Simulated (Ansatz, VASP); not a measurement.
H, level by level in two programs

```
H
1.0
     2.64964    0.00000    0.00000
     0.00000    2.64964    0.00000
     0.00000    0.00000    0.98049
H
1
Direct
  0.00000 0.00000 0.50000
```

Single points on this cell with VASP 6.6.1 and Ansatz 0.2.0. Each row is one pair of runs. Alike in all rows: spin: off; k mesh: 10 × 10 × 26; Ansatz's potentials, cutoff: Ansatz PAW, 420 eV.

```tsv
level	smearing	VASP's potentials, cutoff	gap on the k mesh at the Fermi level (eV), VASP	gap on the k mesh at the Fermi level (eV), Ansatz	pressure (GPa), VASP	pressure (GPa), Ansatz	largest component of the traceless stress (GPa), VASP	largest component of the traceless stress (GPa), Ansatz
PBE	fermi-dirac, width 0.05 eV	VASP PAW PBE potentials, release 64 (H), 520 eV	?	none	?	1.9	?	1.50
PBE	gaussian, width 0.05 eV	VASP PAW PBE potentials, release 54 (H), 520 eV	none	none	1.6	1.9	1.50	1.50
PBEsol	gaussian, width 0.1 eV	VASP PAW PBE potentials, release 64 (H_GW), 550 eV	none	none	1.1	1.9	0.47	0.37
PBE	gaussian, width 0.05 eV	VASP PAW PBE potentials, release 64 (H), 520 eV	none	none	1.6	1.9	1.50	1.50
```

Fill in what VASP gave in row 1.

gap on the k mesh at the Fermi level (eV): none; pressure (GPa): 1.6; largest component of the traceless stress (GPa): 1.50.

A gap of «none» marks a metal or a gap that the smearing closes.

Caveats: the PAW data sets were made with another functional, which shifts forces and pressure a little (VASP).
